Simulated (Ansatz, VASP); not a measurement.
## TePb: VASP beside Ansatz

The input INCAR:

```
SYSTEM = TePb
PREC = Accurate
ENCUT = 520
EDIFF = 1E-6
ISMEAR = 0
SIGMA = 0.05
LREAL = .FALSE.
LASPH = .TRUE.
NELM = 100
ALGO = Fast
ISIF = 2
LWAVE = .FALSE.
LCHARG = .FALSE.
GGA = PS
NBANDS = 17
```

The input KPOINTS:

```
regular mesh
0
G
  8 8 8
  0 0 0
```

The input POSCAR:

```
TePb
1.0
    0.0000000000      2.8190441597      4.2285662396
    2.8190441597      0.0000000000      4.2285662396
    2.8190441597      2.8190441597      0.0000000000
Te Pb
1 1
Direct
    0.5000000000      0.5000000000      0.5000000000
    0.0000000000      0.0000000000      0.0000000000
```

Input for Ansatz:

```yaml
crystal:
  lattice:
    - [0.0, 2.8190441597, 4.2285662396]
    - [2.8190441597, 0.0, 4.2285662396]
    - [2.8190441597, 2.8190441597, 0.0]
  atoms:
    - { symbol: Te, position: [0.5, 0.5, 0.5] }
    - { symbol: Pb, position: [0.0, 0.0, 0.0] }
basis:
  ecutwfc: 420
kpoints:
  mp_grid: { grid: [8, 8, 8] }
hamiltonian:
  xc: pbesol
scf:
  occupations: { method: gaussian, width: 0.05 }
output:
  forces: true
  stress: true
  eigenvalues: true
```

Alike in both runs: task single point; functional PBEsol; k mesh 8 × 8 × 8; occupations gaussian, width 0.05 eV; no spin polarisation.

|  | VASP | Ansatz |
| --- | --- | --- |
| version | VASP 6.6.1 | Ansatz 0.2.0 |
| potentials or method | VASP PAW PBE potentials, release 64 (Te, Pb_d) | scalar-relativistic, plane waves, PAW |
| plane-wave cutoff (eV) | 520 | 420 |
| valence electrons in the cell | 20 | 30 |

|  | VASP | Ansatz | Ansatz less VASP |
| --- | --- | --- | --- |
| gap on the k mesh at the Fermi level (eV) | none | none | - |
| pressure (GPa) | 13.3 | 13.4 | +0.08 |
| largest component of the traceless stress (GPa) | 16.47 | 16.55 | +0.081 |

A gap of «none» marks a metal or a gap that the smearing closes. With one functional, cell and mesh, what is left measures potentials, basis and numerics. The two sets of potentials don't hold the same shells in valence.

Caveats: the PAW data sets were made with another functional, which shifts forces and pressure a little (VASP). The runs have no spin-orbit coupling, so splittings on Pb, Te are missing.
